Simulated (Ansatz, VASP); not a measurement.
# One calculation of GaP, two programs

INCAR

```
PREC = Accurate
ENCUT = 520
EDIFF = 1E-6
ISMEAR = 0
SIGMA = 0.1
LREAL = False
LASPH = True
NELM = 80
ALGO = Normal
ISIF = 2
LWAVE = False
LCHARG = False
GGA = PE
NBANDS = 16
```

File KPOINTS:

```
regular mesh
0
Gamma
  6 6 6
```

Contents of POSCAR:

```
GaP
1.0
    0.0000000000      2.7258124900      2.7258124900
    2.7258124900      0.0000000000      2.7258124900
    2.7258124900      2.7258124900      0.0000000000
Ga P
1 1
Direct
    0.0000000000      0.0000000000      0.0000000000
    0.7500000000      0.7500000000      0.7500000000
```

Input for Ansatz:

```yaml
crystal:
  lattice:
    - [0.0, 2.72581249, 2.72581249]
    - [2.72581249, 0.0, 2.72581249]
    - [2.72581249, 2.72581249, 0.0]
  atoms:
    - { symbol: Ga, position: [0.0, 0.0, 0.0] }
    - { symbol: P, position: [0.75, 0.75, 0.75] }
basis:
  ecutwfc: 420
kpoints:
  mp_grid: { grid: [6, 6, 6] }
hamiltonian:
  xc: pbe
scf:
  occupations: { method: gaussian, width: 0.1 }
output:
  forces: true
  stress: true
  eigenvalues: true
```

The cell is a database's computed one.

Alike in both runs: task single point; functional PBE; k mesh 6 × 6 × 6; occupations gaussian, width 0.1 eV; no spin polarisation.

|  | VASP | Ansatz |
| --- | --- | --- |
| version | VASP 6.6.1 | Ansatz 0.2.0 |
| potentials or method | VASP PAW PBE potentials, release 64 (Ga_d, P) | scalar-relativistic, plane waves, PAW |
| plane-wave cutoff (eV) | 520 | 420 |
| valence electrons in the cell | 18 | 18 |

```tsv
	VASP	Ansatz	Ansatz less VASP
gap on the k mesh at the Fermi level (eV)	1.65	1.65	0.000
least direct gap on the mesh (eV)	1.82	1.82	+0.002
pressure (GPa)	2.4	2.5	+0.09
```

The functional is the same, so the differences come from potentials, cutoffs and numerics.

A k mesh can miss the band edges. As with any semilocal functional, this PBE gap is likely too small.
